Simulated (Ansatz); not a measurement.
# Gallium, simple cubic under PBE: structure, energy and stiffness

Aim: take gallium in the simple cubic structure, relax it, solve it on a dense k-mesh, switch on spin-orbit coupling, then scale the cell to 7 volumes from 88 to 112 % of the relaxed one and try a fit of the equation of state. The k-meshes are 11×11×11 for the relaxation; 19×19×19 for the dense run; 12×12×12 for spin-orbit coupling; 19×19×19 for the volumes.

Program: Ansatz 0.2.0. Level of theory: DFT PBE, plane waves (420 eV) with PAW, scalar-relativistic. These are calculated values, not measurements.

### 1 The starting structure

Symmetry: Pm-3m, No. 221, cubic system. Conventional cell: a = 2.766 Å, b = 2.766 Å, c = 2.766 Å, α = 90.00°, β = 90.00°, γ = 90.00°. Ga (site symmetry m-3m) has 6 Ga at 2.77 Å as nearest neighbours.

As a file:

```cif
data_structure
_symmetry_space_group_name_H-M 'P 1'
_symmetry_Int_Tables_number 1
_cell_length_a 2.7660
_cell_length_b 2.7660
_cell_length_c 2.7660
_cell_angle_alpha 90.000
_cell_angle_beta 90.000
_cell_angle_gamma 90.000
_cell_volume 21.16
loop_
_atom_site_label
_atom_site_type_symbol
_atom_site_fract_x
_atom_site_fract_y
_atom_site_fract_z
_atom_site_occupancy
Ga1 Ga 0.00000 0.00000 0.00000 1
```

### 2 Geometry optimisation

Contents of input.yaml:

```yaml
crystal:
  lattice:
    - [2.7660252371, 0.0, 0.0]
    - [0.0, 2.7660252371, 0.0]
    - [0.0, 0.0, 2.7660252371]
  atoms:
    - { symbol: Ga, position: [0.0, 0.0, 0.0] }
hamiltonian:
  xc: pbe
  pseudopotentials:
    kind: paw
    azcp:
      Ga: "pseudopotentials/Ga.paw.azcp"
basis:
  ecutwfc: 420
  fft_grid_basis: typed
kpoints:
  mp_grid: { grid: [11, 11, 11], shift: [0, 0, 0] }
magnetization:
  spin_polarized: false
scf:
  occupations: { method: fermi_dirac, width: 0.1 }
relax:
  max_steps: 60
  f_tol: 0.01
  cell: {}
```

Output:

```text
Engine: ansatz 0.2.0, x86_64-unknown-linux-gnu
Pseudopotentials: kind: paw
Pseudopotential: Ga, paw, valence charge 13, recommended cutoff 420 eV (normal), <dir>
Functional definition: PBE
  parameter kappa = 0.804
  parameter beta = 0.06672455060314922
  exchange = pbe_x(kappa = kappa, mu = beta*pi^2/3)
  correlation = pbe_c(beta = beta)
Crystal: 1 atoms, lattice volume = 21.163 Å³
Basis set: ecut = 420 eV, 437 PW (Γ), exchange–correlation on 40×40×40 points (8 copies of the dense FFT grid, shifted against one another)
Bands: 11, of which v1, the nominal top of the filled ones, is band 7 counted from 1 (6 counted from 0)
Symmetry: 48 space group operations
Space group: Pm-3m (ITA 221), of the structure as read, at distance tolerance 2.8e-5 Å
k-points: 56 of 1331
Non-local potential: Ga, projectors of the file, l = 0: 2, l = 1: 2, l = 2: 3, l = 3: 1
PAW form: soft (Blöchl's): semilocal exchange-correlation on the pseudo side does not see the compensation charge
PAW one-centre angular grid: Ga, 590 points (default); XC on 64 Gauss nodes
Initial density: superposition of atomic densities (neutral atoms: chi_scale 0, normalization atom), corrected by the library's trained network
Initial wavefunctions: pseudopotential atomic-orbital guess
Functional: x = pbe(κ = 0.804, μ = 0.2195149727645171), c = pbe(β = 0.06672455060314922)
SCF iter   1: F=—  HF=-3782.940918 eV  |F-HF|=—  |Δ(HF+E_count)|=         —  Δρ=8.97e-4  dr2=1.39e-4  ethr=1.77e-3  ⟨swp⟩=5.1  Hψ=3620  notcnv=0
preconditioner: auto → none  [metal: Δε(μ)=0.096 eV  Ē_g=21.177 eV  σ=0.100 eV  W_gap=0.23  n_scr=6 (ndim 8)  ℏωp=29.1 eV  f_vac=0.000  D(μ)=0.48/eV (n_scr^D=0)  sad-step TF]
SCF iter   2: F=—  HF=-3782.940740 eV  |F-HF|=—  |Δ(HF+E_count)|=   1.78e-4  Δρ=5.39e-4  dr2=1.87e-5  ethr=1.07e-6  ⟨swp⟩=2.0  Hψ=1366  notcnv=0
SCF iter   3: F=—  HF=-3782.940739 eV  |F-HF|=—  |Δ(HF+E_count)|=   1.28e-6  Δρ=2.85e-4  dr2=6.51e-6  ethr=1.44e-7  ⟨swp⟩=2.0  Hψ=885  notcnv=0
SCF iter   4: F=—  HF=-3782.940748 eV  |F-HF|=—  |Δ(HF+E_count)|=   9.49e-6  Δρ=4.24e-5  dr2=2.82e-7  ethr=5.01e-8  ⟨swp⟩=2.0  Hψ=964  notcnv=0
iter 5 did not close the SCF: its close was put off for the readings that it lacked (scf_convergence_deferred on its scf_iter line)
SCF iter   5: F=-3782.940748 eV  HF=-3782.940748 eV  |F-HF|=2.06e-9  |Δ(HF+E_count)|=   2.61e-8  Δρ=2.70e-6  dr2=1.22e-9  ethr=2.17e-9  ⟨swp⟩=2.0  Hψ=964  notcnv=0
SCF iter   6: F=-3782.940748 eV  HF=-3782.940748 eV  |F-HF|=1.23e-11  |Δ(HF+E_count)|=  2.26e-10  Δρ=2.04e-7  dr2=3.13e-12  ethr=9.35e-12  ⟨swp⟩=1.3  Hψ=1849  notcnv=0
SCF 1 converged in 6 iterations: F = -3782.940748 eV  dr2 = 3.13e-12
relax step   1: F+E_penalty+E_count = -3782.94074843 eV  Δ(F+E_penalty+E_count) = +0.000e0 eV  max|allowed force component| = 0.000e0 eV/Å  Δτ_max = 0.0000 Å  P = -1.820 GPa  Ω = 21.163 Å³  (6 SCF iters, dr2 threshold 1.00e-7 eV, accepted)
Crystal: 1 atoms, lattice volume = 20.384 Å³
Basis set: ecut = 420 eV, 389 PW (Γ), exchange–correlation on 40×40×40 points (8 copies of the dense FFT grid, shifted against one another)
Initial density: handed on by an earlier stage of this run
Initial wavefunctions: those handed on with the density
iter 1 solved again at ethr=1.59e-6 eV; its pass at ethr=3.10e-3 eV (dr2=2.06e-4 eV) is discarded
SCF iter   1: F=—  HF=-3782.946560 eV  |F-HF|=—  |Δ(HF+E_count)|=         —  Δρ=1.07e-3  dr2=2.15e-4  ethr=1.59e-6  ⟨swp⟩=1.8  Hψ=4813  notcnv=0
preconditioner: auto → none  [metal: Δε(μ)=0.148 eV  Ē_g=21.389 eV  σ=0.100 eV  W_gap=0.35  n_scr=6 (ndim 8)  ℏωp=29.7 eV  f_vac=0.000  D(μ)=0.50/eV (n_scr^D=0)]
SCF iter   2: F=—  HF=-3782.946503 eV  |F-HF|=—  |Δ(HF+E_count)|=   5.71e-5  Δρ=5.61e-4  dr2=2.30e-5  ethr=1.59e-6  ⟨swp⟩=2.1  Hψ=925  notcnv=0
SCF iter   3: F=—  HF=-3782.946493 eV  |F-HF|=—  |Δ(HF+E_count)|=   1.01e-5  Δρ=2.24e-4  dr2=6.20e-6  ethr=1.77e-7  ⟨swp⟩=2.0  Hψ=903  notcnv=0
SCF iter   4: F=—  HF=-3782.946494 eV  |F-HF|=—  |Δ(HF+E_count)|=   8.18e-7  Δρ=3.69e-5  dr2=1.41e-7  ethr=4.77e-8  ⟨swp⟩=2.9  Hψ=953  notcnv=0
SCF iter   5: F=-3782.946494 eV  HF=-3782.946494 eV  |F-HF|=7.41e-11  |Δ(HF+E_count)|=   7.17e-8  Δρ=6.95e-7  dr2=4.42e-11  ethr=7.69e-10  ⟨swp⟩=3.9  Hψ=1654  notcnv=0
SCF 2 converged in 5 iterations: F = -3782.946494 eV  dr2 = 4.42e-11
relax step   2: F+E_penalty+E_count = -3782.94649402 eV  Δ(F+E_penalty+E_count) = -5.746e-3 eV  max|allowed force component| = 0.000e0 eV/Å  Δτ_max = 0.0000 Å  P = -0.416 GPa  Ω = 20.384 Å³  energy of the carried Pulay correction = +2.013e-4 eV  (5 SCF iters, dr2 threshold 1.00e-7 eV, accepted)
Crystal: 1 atoms, lattice volume = 20.165 Å³
iter 1 solved again at ethr=1.15e-7 eV; its pass at ethr=3.10e-3 eV (dr2=1.50e-5 eV) is discarded
SCF iter   1: F=—  HF=-3782.946826 eV  |F-HF|=—  |Δ(HF+E_count)|=         —  Δρ=3.26e-4  dr2=2.00e-5  ethr=1.15e-7  ⟨swp⟩=2.1  Hψ=4755  notcnv=0
preconditioner: auto → none  [metal: Δε(μ)=0.163 eV  Ē_g=21.484 eV  σ=0.100 eV  W_gap=0.38  n_scr=6 (ndim 8)  ℏωp=29.8 eV  f_vac=0.000  D(μ)=0.50/eV (n_scr^D=0)]
SCF iter   2: F=—  HF=-3782.946816 eV  |F-HF|=—  |Δ(HF+E_count)|=   9.41e-6  Δρ=1.70e-4  dr2=2.10e-6  ethr=1.15e-7  ⟨swp⟩=2.0  Hψ=966  notcnv=0
SCF iter   3: F=—  HF=-3782.946816 eV  |F-HF|=—  |Δ(HF+E_count)|=   3.58e-7  Δρ=6.78e-5  dr2=5.66e-7  ethr=1.61e-8  ⟨swp⟩=2.0  Hψ=899  notcnv=0
SCF iter   4: F=-3782.946816 eV  HF=-3782.946816 eV  |F-HF|=6.67e-9  |Δ(HF+E_count)|=   7.23e-8  Δρ=1.16e-5  dr2=1.32e-8  ethr=7.69e-10  ⟨swp⟩=2.2  Hψ=2182  notcnv=0
SCF 3 converged in 4 iterations: F = -3782.946816 eV  dr2 = 1.32e-8
relax step   3: F+E_penalty+E_count = -3782.94681585 eV  Δ(F+E_penalty+E_count) = -3.218e-4 eV  max|allowed force component| = 0.000e0 eV/Å  Δτ_max = 0.0000 Å  P = +0.035 GPa  Ω = 20.165 Å³  energy of the carried Pulay correction = +2.594e-4 eV  (4 SCF iters, dr2 threshold 1.00e-7 eV, accepted)
Initial wavefunctions: pseudopotential atomic-orbital guess (no wavefunctions were taken with the density)
iter 1 solved again at ethr=5.04e-8 eV; its pass at ethr=3.10e-3 eV (dr2=6.56e-6 eV) is discarded
SCF iter   1: F=—  HF=-3782.946542 eV  |F-HF|=—  |Δ(HF+E_count)|=         —  Δρ=5.26e-5  dr2=2.08e-7  ethr=5.04e-8  ⟨swp⟩=2.5  Hψ=5070  notcnv=0
preconditioner: auto → none  [metal: Δε(μ)=0.163 eV  Ē_g=21.492 eV  σ=0.100 eV  W_gap=0.38  n_scr=6 (ndim 8)  ℏωp=29.8 eV  f_vac=0.000  D(μ)=0.50/eV (n_scr^D=0)]
SCF iter   2: F=—  HF=-3782.946539 eV  |F-HF|=—  |Δ(HF+E_count)|=   2.91e-6  Δρ=5.42e-5  dr2=2.74e-7  ethr=1.60e-9  ⟨swp⟩=2.1  Hψ=941  notcnv=0
SCF iter   3: F=—  HF=-3782.946539 eV  |F-HF|=—  |Δ(HF+E_count)|=   5.40e-8  Δρ=7.65e-6  dr2=7.98e-9  ethr=1.60e-9  ⟨swp⟩=2.0  Hψ=973  notcnv=0
SCF iter   4: F=—  HF=-3782.946539 eV  |F-HF|=—  |Δ(HF+E_count)|=   1.84e-8  Δρ=2.07e-6  dr2=4.29e-10  ethr=6.14e-11  ⟨swp⟩=2.0  Hψ=977  notcnv=0
SCF iter   5: F=-3782.946539 eV  HF=-3782.946539 eV  |F-HF|=9.09e-13  |Δ(HF+E_count)|=  2.44e-10  Δρ=6.01e-8  dr2=4.80e-13  ethr=1.00e-12  ⟨swp⟩=3.3  Hψ=2558  notcnv=0
SCF 4 converged in 5 iterations: F = -3782.946539 eV  dr2 = 4.80e-13
relax step   4: F+E_penalty+E_count = -3782.94653896 eV  Δ(F+E_penalty+E_count) = +2.769e-4 eV  max|allowed force component| = 0.000e0 eV/Å  Δτ_max = 0.0000 Å  P = +0.037 GPa  Ω = 20.165 Å³  stress off target by 3.74e-2 GPa  SCF on the basis re-selected at this cell (its energy is not comparable with the rows above)  (5 SCF iters)
basis re-selected at this cell: Δ(F+E_penalty+E_count) = +2.769e-4 eV, ΔP = +0.003 GPa vs the last step (what re-selecting the basis moved, of the pressure what is left beyond the Pulay correction that the steps carried, after the strain that the cell walked since its last selection, with what the two solves' SCF thresholds leave and, on support functions, any second-order correction that the steps lacked; it is no measure of the basis error at this ecutwfc). This SCF's stress stands 3.74e-2 GPa from its target on what of the cell is left free (relax.cell.stress_tol is 5.00e-2 GPa) and its largest allowed force component is 0.00e0 eV/Å (relax.f_tol is 1.00e-2 eV/Å): within both
SCF converged after 5 iterations
Free energy (F): -3782.946539 eV
Harris-Foulkes:  -3782.946539 eV  (|F-HF|=9.09e-13)
Internal energy: -3782.929746 eV  (E = F + TS)
E sigma→0 (E₀):  -3782.938142 eV
Entropy (-TS):   -0.016793 eV (-16.793 meV/atom)
Fermi energy:    8.618517 eV
--- Per-component energies (eV) ---
  E_band       = -48.257245
  E_kinetic    = 114.587835
  E_local      = -1871.466731  (includes V_loc(G=0)·N_el)
  E_nonlocal   = 421.932053
  E_hartree    = 874.991370
  E_xc         = -69.267818
  E_vxc        = -58.000142  (∫ρ·V_xc dr)
  E_paw        = -1985.331357  (= ΣΔE_a)
  E_vpaw       = -405.292872  (= ΣTr[D̂ρ^β])
  E_aug_tail   = -0.000101  (compensation charges beyond the density's cutoff)
  E_ewald      = -1268.374996
  E_smearing   = -0.016793  (= −TS)
  E_closure    = -0.000000  (closes the sum)
  Σ components = -3782.946539   (vs F -3782.946539, Δ=0.00e0)
--- Forces (eV/Å), atoms counted from 1 ---
  atom   1  Ga    -0.00000000     0.00000000     0.00000000
  max |Σ_I F_I| component: 4.11e-33 eV/Å
--- Stress (GPa, compression-positive) ---
        0.037435      -0.000000       0.000000
       -0.000000       0.037435       0.000000
        0.000000       0.000000       0.037435
  P = ⅓ Tr σ = 0.0374 GPa (0.374 kbar)
--- Relaxed structure (3 steps of the walk, 3 accepted, 1 SCFs on fresh bases) ---
  F+E_penalty+E_count = -3782.94653896 eV   max|allowed force component| = 0.000e0 eV/Å   (the final SCF, on the basis selected at the relaxed cell)
  cell:  # Å, volume = 20.1649 Å³
    - [2.721859534705085, 1.925929944387236e-34, -9.62964972193618e-34]
    - [6.419766481290786e-35, 2.721859534705085, -9.62964972193618e-35]
    - [-9.62964972193618e-34, -9.62964972193618e-35, 2.7218595347050853]
  atoms:
    - { symbol: Ga, position: [0.0, 0.0, 0.0] }
```

It took 5.6 s on 1 thread of an x86-64 CPU, shared host; peak memory 0.46 GiB.

Relaxation path:

| step | energy change (meV/atom) | largest force (eV/Å) | pressure (GPa) | volume (Å³/atom) |
| --- | --- | --- | --- | --- |
| 1 | 0.00 | 0.0000 | -1.82 | 21.163 |
| 2 | -5.75 | 0.0000 | -0.42 | 20.384 |
| 3 | -6.07 | 0.0000 | 0.03 | 20.165 |
| 4 | -5.79 | 0.0000 | 0.04 | 20.165 |

Steps that repeat a cell are solved on a basis chosen anew, so their changes of energy are no gain of the relaxation.

Changes in the cell that was computed:

|  | before | after | change |
| --- | --- | --- | --- |
| a (Å) | 2.766 | 2.722 | -1.6 % |
| b (Å) | 2.766 | 2.722 | -1.6 % |
| c (Å) | 2.766 | 2.722 | -1.6 % |
| volume (Å³/atom) | 21.163 | 20.165 | -4.7 % |
| shortest distance (Å) | 2.766 | 2.722 | -1.6 % |
| space group (spins left aside) | Pm-3m | Pm-3m | same |

### 3 Single point on a dense mesh

Contents of input.yaml:

```yaml
crystal:
  lattice:
    - [2.7218595347, 0.0, 0.0]
    - [0.0, 2.7218595347, 0.0]
    - [0.0, 0.0, 2.7218595347]
  atoms:
    - { symbol: Ga, position: [0.0, 0.0, 0.0] }
hamiltonian:
  xc: pbe
  pseudopotentials:
    kind: paw
    azcp:
      Ga: "pseudopotentials/Ga.paw.azcp"
basis:
  ecutwfc: 420
  fft_grid_basis: typed
kpoints:
  mp_grid: { grid: [19, 19, 19], shift: [0, 0, 0] }
magnetization:
  spin_polarized: false
scf:
  occupations: { method: fermi_dirac, width: 0.1 }
```

Output, shortened:

```text
[...]
[... 3 set-up lines as earlier in the session ...]
[...]
Crystal: 1 atoms, lattice volume = 20.165 Å³
Basis set: ecut = 420 eV, 389 PW (Γ)
Bands: 11, of which v1, the nominal top of the filled ones, is band 7 counted from 1 (6 counted from 0)
[... 1 set-up line as earlier in the session ...]
Space group: Pm-3m (ITA 221), of the structure as read, at distance tolerance 2.7e-5 Å
k-points: 220 of 6859
[...]
SCF iter   1: F=—  HF=-3782.944920 eV  |F-HF|=—  |Δ(HF+E_count)|=         —  Δρ=8.35e-4  dr2=1.12e-4  ethr=1.77e-3  ⟨swp⟩=5.1  Hψ=14332  notcnv=0
[...]
SCF iter   6: F=-3782.944764 eV  HF=-3782.944764 eV  |F-HF|=1.02e-10  |Δ(HF+E_count)|=  7.04e-10  Δρ=8.26e-7  dr2=6.56e-11  ethr=3.12e-12  ⟨swp⟩=1.1  Hψ=7109  notcnv=0
[...]
SCF converged after 6 iterations
Free energy (F): -3782.944764 eV
[...]
E sigma→0 (E₀):  -3782.936790 eV
Entropy (-TS):   -0.015948 eV (-15.948 meV/atom)
Fermi energy:    8.601244 eV
[...]
```

Run time: 4 s. Hardware: 1 thread of an x86-64 CPU, shared host; peak memory 0.5 GiB.

[end of part 1 of 2]
